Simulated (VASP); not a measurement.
# Y (P6_3/mmc) in VASP: notebook

One crystal, Y, is run at these levels: PBEsol; tasks: single point.

Everything below comes from runs of VASP 6.6.1. Logs are shortened: lines on timing, memory, paths and dates and some standing lists are left out, and cuts for length are marked.

## (1) Starting point

Symmetry: P6_3/mmc, No. 194, hexagonal system. Conventional cell: a = 3.647 Å, b = 3.647 Å, c = 5.731 Å, α = 90.00°, β = 90.00°, γ = 120.00°. Around Y (site symmetry -6m2) lie 12 Y at 3.56 to 3.65 Å.

## (2) Single point, PBEsol

The input, INCAR:

```
SYSTEM = Y
PREC     = Accurate       ! precision mode
ENCUT    = 700            ! plane-wave cutoff, eV
EDIFF    = 1E-6           ! SCF threshold, eV
ISMEAR   = -1             ! smearing method
SIGMA    = 0.15           ! smearing width, eV
LREAL    = .FALSE.        ! projectors in reciprocal space
LASPH    = .TRUE.         ! aspherical terms in the spheres
NELM     = 100            ! most SCF steps
ALGO     = Normal         ! electronic algorithm
ISIF     = 2              ! what is computed and relaxed
LWAVE    = .FALSE.        ! write WAVECAR
LCHARG   = .FALSE.        ! write CHGCAR
GGA      = PS             ! functional
NBANDS   = 18             ! bands
ADDGRID  = .FALSE.
```

The input, KPOINTS:

```
Automatic mesh
0
G
  3 3 2
  0 0 0
```

The input, POSCAR:

```
Y
1.0
    3.6474000000      0.0000000000      0.0000000000
   -1.8237000000      3.1587410578      0.0000000000
    0.0000000000      0.0000000000      5.7306000000
Y
2
Direct
    0.6666666667      0.3333333333      0.7500000000
    0.3333333333      0.6666666667      0.2500000000
```

Potentials or basis: VASP PAW PBE potentials, release 64 (Y_sv).

Run with:

```
cat potpaw_PBE.64/Y_sv/POTCAR > POTCAR
mpirun -np 1 vasp_std > vasp.out
```

OUTCAR:

```text
SYSTEM = Y
   PREC = Accurate
   ENCUT = 700
   EDIFF = 1E-6
   ISMEAR = -1
   LREAL = .FALSE.
   LASPH = .TRUE.
   NELM = 100
   ISIF = 2
   GGA = PS

 Found      6 irreducible k-points:

 Following reciprocal coordinates:
            Coordinates               Weight
  0.000000  0.000000  0.000000      1.000000
  0.333333  0.000000  0.000000      6.000000
  0.333333  0.333333  0.000000      2.000000
  0.000000  0.000000  0.500000      1.000000
  0.333333  0.000000  0.500000      6.000000
  0.333333  0.333333  0.500000      2.000000
   k-points           NKPTS =      6   k-points in BZ     NKDIM =      6   number of bands    NBANDS=     18
   number of dos      NEDOS =    301   number of ions     NIONS =      2
   total plane-waves  NPLWV =  51200
   dimension x,y,z NGX =    32 NGY =   32 NGZ =   50
   dimension x,y,z NGXF=    64 NGYF=   64 NGZF=  100
   ions per type =               2
   NGX,Y,Z   is equivalent  to a cutoff of  14.59, 14.59, 14.51 a.u.
   NGXF,Y,Z  is equivalent  to a cutoff of  29.17, 29.17, 29.01 a.u.
 SYSTEM =  Y
   PREC   = accura    normal or accurate (medium, high low for compatibility)
   ISTART =      0    job   : 0-new  1-cont  2-samecut
   ICHARG =      2    charge: 1-file 2-atom 10-const
   ISPIN  =      1    spin polarized calculation?
   LNONCOLLINEAR =      F non collinear calculations
   LSORBIT =      F    spin-orbit coupling
   LASPH  =      T    aspherical Exc in radial PAW
   ENCUT  =  700.0 eV  51.45 Ry    7.17 a.u.   7.87  7.87 12.36*2*pi/ulx,y,z
   NELM   =    100;   NELMIN=  2; NELMDL= -5     # of ELM steps
   EDIFF  = 0.1E-05   stopping-criterion for ELM
   LREAL  =      F    real-space projection
   EDIFFG = 0.1E-04   stopping-criterion for IOM
   NSW    =      0    number of steps for IOM
   IBRION =     -1    ionic relax: 0-MD 1-quasi-New 2-CG
   NFREE  =      0    steps in history (QN), initial steepest desc. (CG)
   ISIF   =      2    stress and relaxation
   ISYM   =      2    0-nonsym 1-usesym 2-fastsym
   POTIM  = 0.5000    time-step for ionic-motion
   TEBEG  =    0.0;   TEEND  =   0.0 temperature during run
   PSTRESS=    0.0 pullay stress
   NELECT =      22.0000    total number of electrons
   NUPDOWN=      -1.0000    fix difference up-down
   EMIN   =  10.00;   EMAX   =-10.00  energy-range for DOS
   EFERMI =   0.00;   METHOD = LEGACY
   ISMEAR =    -1;   SIGMA  =   0.15  broadening in eV -4-tet -1-fermi 0-gaus
   EFERMI_NEDOS =   21; number of points for ismear=-14 and -15
   IALGO  =     38    algorithm
   IMIX   =      4    mixing-type and parameters
     AMIX     =   0.40;   BMIX     =  1.00
     AMIX_MAG =   1.60;   BMIX_MAG =  1.00
  volume/ion in A,a.u.               =      33.01       222.77
  Fermi-wavevector in a.u.,A,eV,Ry     =   1.134967  2.144777 17.526345  1.288150
  Thomas-Fermi vector in A             =   2.271671
   LORBIT       =      0    0 simple, 1 ext, 2 COOP (PROOUT), +10 PAW based schemes
   GGA     = PS    functional components
   LHFCALC =     F    Hartree Fock is set to
   AEXX    =    0.0000 exact exchange contribution
   IVDW    =     0    specifies the selected vdW correction
   LEPSILON=     F    determine dielectric tensor
   LRPA    =     F    only Hartree local field effects (RPA)
 non-spin polarized calculation
  energy-cutoff  :      700.00
  volume of cell :       66.02
 maximum number of plane-waves:      2790
 NGX is ok and might be reduce to    32
   NGX = 15   NGY = 15   NGZ = 25

 number of electron      22.0000001 magnetization

 Free energy of the ion-electron system (eV)
  ---------------------------------------------------
  ext. energy  EPLUGINS =         0.00000000
  ---------------------------------------------------
  free energy    TOTEN  =       -13.67115704 eV

  energy without entropy =      -13.39871496  energy(sigma->0) =      -13.53493600

 E-fermi :   2.8482     XC(G=0):  -9.5105

 val. band max:        2.5075683644   @ k =   0.3333   0.3333   0.5000
 cond. band min:       2.9783512047   @ k =   0.3333   0.0000   0.0000
 fundamental gap:      0.4707828403
 Fermi energy:         2.8482390348

 k-point     1 :       0.0000    0.0000    0.0000
  band No.  band energies     occupation
      1     -39.7238      2.00000
      2     -39.6517      2.00000
      3     -19.9979      2.00000
      4     -19.5576      2.00000
      5     -19.5576      2.00000
      6     -19.4693      2.00000
[... 10 lines left out ...]
     17       5.6553      0.00000
     18       5.6553      0.00000

 k-point     2 :       0.3333    0.0000    0.0000
  band No.  band energies     occupation
      1     -39.6824      2.00000
      2     -39.6409      2.00000
      3     -19.8392      2.00000
      4     -19.8346      2.00000
      5     -19.7467      2.00000
      6     -19.6463      2.00000
[... 10 lines left out ...]
     17       6.7029      0.00000
     18       7.0022      0.00000

 k-point     3 :       0.3333    0.3333    0.0000
  band No.  band energies     occupation
      1     -39.6485      2.00000
      2     -39.6485      2.00000
      3     -19.8645      2.00000
      4     -19.7747      2.00000
      5     -19.7747      2.00000
      6     -19.6727      2.00000
[... 10 lines left out ...]
     17       7.4989      0.00000
     18       7.9144      0.00000

 k-point     4 :       0.0000    0.0000    0.5000
  band No.  band energies     occupation
      1     -39.6879      2.00000
      2     -39.6879      2.00000
      3     -19.7103      2.00000
      4     -19.7103      2.00000
      5     -19.5136      2.00000
      6     -19.5136      2.00000
[... 10 lines left out ...]
     17       7.1859      0.00000
     18       7.1859      0.00000

 k-point     5 :       0.3333    0.0000    0.5000
  band No.  band energies     occupation
      1     -39.6617      2.00000
      2     -39.6617      2.00000
      3     -19.8902      2.00000
      4     -19.8902      2.00000
      5     -19.5793      2.00000
      6     -19.5793      2.00000
[... 10 lines left out ...]
     17       7.3878      0.00000
     18       7.4446      0.00000

 k-point     6 :       0.3333    0.3333    0.5000
  band No.  band energies     occupation
      1     -39.6485      2.00000
      2     -39.6485      2.00000
      3     -19.8972      2.00000
      4     -19.8972      2.00000
      5     -19.7698      2.00000
      6     -19.7698      2.00000
[... 10 lines left out ...]
     17       7.3735      0.00000
     18       7.3735      0.00000

------------------------ aborting loop because EDIFF is reached ----------------------------------------

  FORCE on cell =-STRESS in cart. coord.  units (eV):
  Direction    XX          YY          ZZ          XY          YZ          ZX
  --------------------------------------------------------------------------------------
  -------------------------------------------------------------------------------------
  Total       -0.9972383     -0.9972383     -1.2142157      0.0000000      0.0000000      0.0000000
  in kB      -24.1998128    -24.1998128    -29.4651664      0.0000000      0.0000000      0.0000000
  external PRESSURE =     -25.9549307 kB  Pullay stress =       0.0000000 kB

 VOLUME and BASIS-vectors are now :
 -----------------------------------------------------------------------------
  energy-cutoff  :      700.00
  volume of cell :       66.02
      direct lattice vectors                 reciprocal lattice vectors
     3.647400000  0.000000000  0.000000000     0.274167900  0.158290911  0.000000000
    -1.823700000  3.158741058  0.000000000     0.000000000  0.316581822  0.000000000
     0.000000000  0.000000000  5.730600000     0.000000000  0.000000000  0.174501797

 POSITION                                       TOTAL-FORCE (eV/Angst)
 -----------------------------------------------------------------------------------
      1.82370      1.05291      4.29795        -0.000000     -0.000000      0.000000
     -0.00000      2.10583      1.43265         0.000000      0.000000      0.000000
 -----------------------------------------------------------------------------------
    total drift:                               -0.000000      0.000000     -0.000000

  FREE ENERGIE OF THE ION-ELECTRON SYSTEM (eV)
  ---------------------------------------------------
  free  energy   TOTEN  =       -13.6711570398 eV

  energy  without entropy=      -13.3987149554  energy(sigma->0) =      -13.53493600
```

Wall time 7.8 s (1 thread of AMD EPYC 9R45 (Zen 5), shared host); peak memory 0.19 GiB.

The run converged, but some of its settings lie outside the range that counts as converged, so its numbers aren't taken as properties of the crystal.

Results:

- Free energy: -13.6712 eV
- Pressure: -2.6 GPa
- Band gap on the k mesh: none (metal or under the smearing width)

Caveat: the k mesh is coarse (spacing up to 0.66 Å⁻¹), so the values aren't converged; the PAW data sets were made with another functional, which shifts forces and pressure a little.

## (3) Single point, PBEsol

Edit INCAR of step 2 so:

```diff
@@ -2,3 +2,3 @@
 PREC     = Accurate       ! precision mode
-ENCUT    = 700            ! plane-wave cutoff, eV
+ENCUT    = 300            ! plane-wave cutoff, eV
 EDIFF    = 1E-6           ! SCF threshold, eV
```

The input, KPOINTS:

```
Automatic mesh
0
G
  11 11 6
  0 0 0
```

POSCAR is that of step 2.

Potentials or basis: VASP PAW PBE potentials, release 64 (Y_sv).

Run with:

```
cat potpaw_PBE.64/Y_sv/POTCAR > POTCAR
mpirun -np 1 vasp_std > vasp.out
```

OUTCAR:

```text
SYSTEM = Y
   PREC = Accurate
   ENCUT = 300
   EDIFF = 1E-6
   ISMEAR = -1
   LREAL = .FALSE.
   LASPH = .TRUE.
   NELM = 100
   ISIF = 2
   GGA = PS

 Found     64 irreducible k-points:

 Following reciprocal coordinates:
            Coordinates               Weight
  0.000000  0.000000  0.000000      1.000000
  0.090909  0.000000  0.000000      6.000000
  0.181818 -0.000000  0.000000      6.000000
  0.272727  0.000000  0.000000      6.000000
  0.363636  0.000000  0.000000      6.000000
[... 203 lines left out ...]
------------------------ aborting loop because EDIFF is reached ----------------------------------------

  FORCE on cell =-STRESS in cart. coord.  units (eV):
  Direction    XX          YY          ZZ          XY          YZ          ZX
  --------------------------------------------------------------------------------------
  -------------------------------------------------------------------------------------
  Total       -0.8601569     -0.8601569     -0.9246740      0.0000000      0.0000000     -0.0000000
  in kB      -20.8732824    -20.8732824    -22.4389077      0.0000000      0.0000000     -0.0000000
  external PRESSURE =     -21.3951575 kB  Pullay stress =       0.0000000 kB

 VOLUME and BASIS-vectors are now :
 -----------------------------------------------------------------------------
  energy-cutoff  :      300.00
  volume of cell :       66.02
      direct lattice vectors                 reciprocal lattice vectors
     3.647400000  0.000000000  0.000000000     0.274167900  0.158290911  0.000000000
    -1.823700000  3.158741058  0.000000000     0.000000000  0.316581822  0.000000000
     0.000000000  0.000000000  5.730600000     0.000000000  0.000000000  0.174501797

 POSITION                                       TOTAL-FORCE (eV/Angst)
 -----------------------------------------------------------------------------------
      1.82370      1.05291      4.29795         0.000000      0.000000      0.000000
     -0.00000      2.10583      1.43265        -0.000000     -0.000000      0.000000
 -----------------------------------------------------------------------------------
    total drift:                               -0.000000      0.000000     -0.000000

  FREE ENERGIE OF THE ION-ELECTRON SYSTEM (eV)
  ---------------------------------------------------
  free  energy   TOTEN  =       -13.7448017509 eV

  energy  without entropy=      -13.4920682518  energy(sigma->0) =      -13.61843500
```

OSZICAR:

```text
N       E                     dE             d eps       ncg     rms          rms(c)
DAV:   1     0.679625922503E+02    0.67963E+02   -0.86061E+03  2392   0.791E+02
DAV:   2    -0.734965783514E+01   -0.75312E+02   -0.73746E+02  2960   0.200E+02
DAV:   3    -0.140399482707E+02   -0.66903E+01   -0.66501E+01  3818   0.365E+01
DAV:   4    -0.142236996683E+02   -0.18375E+00   -0.18360E+00  2946   0.600E+00
DAV:   5    -0.142274793066E+02   -0.37796E-02   -0.37784E-02  3174   0.708E-01    0.331E+01
DAV:   6    -0.138354192294E+02    0.39206E+00   -0.47232E-01  2534   0.404E+00    0.205E+01
DAV:   7    -0.137581618599E+02    0.77257E-01   -0.90501E-01  3022   0.511E+00    0.178E+00
DAV:   8    -0.137455011950E+02    0.12661E-01   -0.16238E-01  2814   0.227E+00    0.114E+00
DAV:   9    -0.137447605682E+02    0.74063E-03   -0.44980E-03  3090   0.401E-01    0.436E-01
DAV:  10    -0.137448520053E+02   -0.91437E-04   -0.17635E-03  2536   0.340E-01    0.313E-01
DAV:  11    -0.137448039906E+02    0.48015E-04   -0.10430E-04  3266   0.754E-02    0.641E-02
DAV:  12    -0.137447993345E+02    0.46561E-05   -0.26947E-05  2516   0.398E-02    0.136E-02
DAV:  13    -0.137448015915E+02   -0.22570E-05   -0.38558E-06  2686   0.154E-02    0.240E-03
DAV:  14    -0.137448017509E+02   -0.15935E-06   -0.11287E-07  1402   0.260E-03
   1 F= -.13744802E+02 E0= -.13618435E+02  d E =-.252733E+00
```

Run time: 16 s. Hardware: 1 thread of AMD EPYC 9R45 (Zen 5), shared host; peak memory 0.14 GiB.

The run converged, but some of its settings lie outside the range that counts as converged, so its numbers aren't taken as properties of the crystal.

What came out:

```
Free energy            : -13.7448 eV
Pressure               : -2.1 GPa
Band gap on the k mesh : none (metal or under the smearing width)
```

Caveat: the PAW data sets were made with another functional, which shifts forces and pressure a little.
